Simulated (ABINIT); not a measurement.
Here is an ABINIT 10.8.3 (patched build) calculation.

The input run.abi:

```
# Pseudopotentials
pp_dirpath "./"
pseudos "Sb.upf"

# Structure
acell 3.2260792614 3.2260792614 3.2260792614 Angstrom
rprim
    -0.5773502692     0.5773502692     0.5773502692
     0.5773502692    -0.5773502692     0.5773502692
     0.5773502692     0.5773502692    -0.5773502692
ntypat 1
znucl 51
natom 1
typat 1
xcart
     0.0000000000     0.0000000000     0.0000000000
chkprim 0
chksymtnons 0
tolsym 1.0e-6

# Plane-wave basis
ecut 40.0

# k points
kptopt 1
ngkpt 8 8 8
nshiftk 1
shiftk 0.0 0.0 0.0

# Exchange and correlation
ixc -116133

# Bands and occupations
nband 12
occopt 3
tsmear 0.05 eV

# SCF cycle
nstep 100
tolvrs 1.0e-10

# Output
iomode 3
prtwf 0
prtden 0
prteig 0
prtebands 0
enunit 2
```

Potentials or basis: PseudoDojo NC SR PBEsol v0.4.1 standard.

Command:

```console
$ mpirun --bind-to none -np 4 abinit run.abi > log 2>&1
```

Task: Estimate the band gap on the k mesh.

Result: None (metal or under the smearing width).

Task: Estimate the pressure.

Result: -0.1 GPa.

Spin-orbit coupling is left out, which matters for the levels of Sb.
